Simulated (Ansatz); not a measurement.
The system is HfO2.

```xyz
3
Lattice="0.0000 2.5575 2.5575 2.5575 0.0000 2.5575 2.5575 2.5575 0.0000" Properties=species:S:1:pos:R:3 pbc="T T T"
Hf    0.0000    0.0000    0.0000
O     3.8363    3.8363    3.8363
O     1.2788    1.2788    1.2788
```

Measurements of this composition are mostly on another form, of space group No. 14.

Base run:

* Program: Ansatz 0.2.0
* Functional: LDA
* Potentials or basis: all-electron LAPW, scalar-relativistic
* Cutoff: 343 eV (chosen from the basis error)
* Basis error allowed: 0.002 eV/atom
* k mesh: 9 × 9 × 9
* Occupations: fermi-dirac, width 0.05 eV
* Spin: no spin polarisation

Its results: band gap on the k mesh 3.61 eV, indirect (least direct gap 3.73 eV); pressure -16.5 GPa.

Question: The run is repeated on the same cell with these changes: functional from LDA to PBEsol. What comes out?

Answer: Band gap on the k mesh 3.69 eV, indirect (least direct gap 3.81 eV); pressure -10.2 GPa.

PBEsol binds less tightly than LDA, so the same cell stands under more pressure.

Caveats: spin-orbit coupling is left out, which moves the levels of the heavy elements; the mesh misses the band edges, which the band path finds closer together.
